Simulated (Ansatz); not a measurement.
# B: convergence with LAPW's basis error target

An exercise on one series of results from a longer session: the logs are not shown, and one member is left open.

Method: DFT, PBE, all-electron LAPW, scalar-relativistic, in Ansatz 0.2.0.

1 further run of the same task is left out (set aside as unsound or not needed).

### The starting structure

Symmetry: Fd-3m, No. 227, cubic system. Conventional cell: a = 4.052 Å, b = 4.052 Å, c = 4.052 Å, α = 90.00°, β = 90.00°, γ = 90.00°. B (site symmetry -43m) is surrounded by 4 B at 1.75 Å.

Coordinates:

```
B
1.0
     0.00000    2.02614    2.02614
     2.02614    0.00000    2.02614
     2.02614    2.02614    0.00000
B
2
Direct
  0.00000 0.00000 0.00000
  0.25000 0.25000 0.25000
```

The structure (diamond type) was typed from a prototype and relaxed by PAW; whether it is the ground state wasn't tested.

Atoms are numbered in the order of the input: B1, B2.

The first run:

input.yaml reads:

```yaml
crystal:
  lattice:
    - [0.0, 2.026136433, 2.026136433]
    - [2.026136433, 0.0, 2.026136433]
    - [2.026136433, 2.026136433, 0.0]
  atoms:
    - { symbol: B, position: [0.0, 0.0, 0.0] }
    - { symbol: B, position: [0.25, 0.25, 0.25] }
kpoints:
  mp_grid: { grid: [16, 16, 16] }
scf:
  occupations: { method: fermi_dirac, width: 0.05 }
hamiltonian:
  xc: pbe
  pseudopotentials: { kind: all_electron, lapw: { basis_error: 0.03 } }
output:
  forces: true
  stress: true
  eigenvalues: true
```

Steps of the session up to this table: With basis error target 0.03 eV/atom; With basis error target 0.01 eV/atom; With basis error target 0.003 eV/atom; With basis error target 0.0001 eV/atom.

One of the session's tables, all rows but one given; the rest of the session is left out.

It belongs to the step «The sweep in one table». 

```
basis error target (eV/atom)  pressure (GPa)
                        0.03            0.04
                        0.01               ?
                       0.003           -0.03
                      0.0001           -0.04
```

Q: Estimate the row for basis error target (eV/atom) = 0.01 from the others.

Worked estimate for «pressure (GPa)». A straight line through the neighbours (0.03, 0.04) and (0.003, -0.03) gives 0.04 + (-0.03 − 0.04) × (0.01 − 0.03) / (0.003 − 0.03) = -0.01; a parabola fitted to 3 rows on both sides gives -0.01.

As computed: pressure (GPa): -0.02. In «pressure (GPa)» the line misses by +0.01 and the parabola by +0.01.

Energies are those extrapolated to zero smearing.
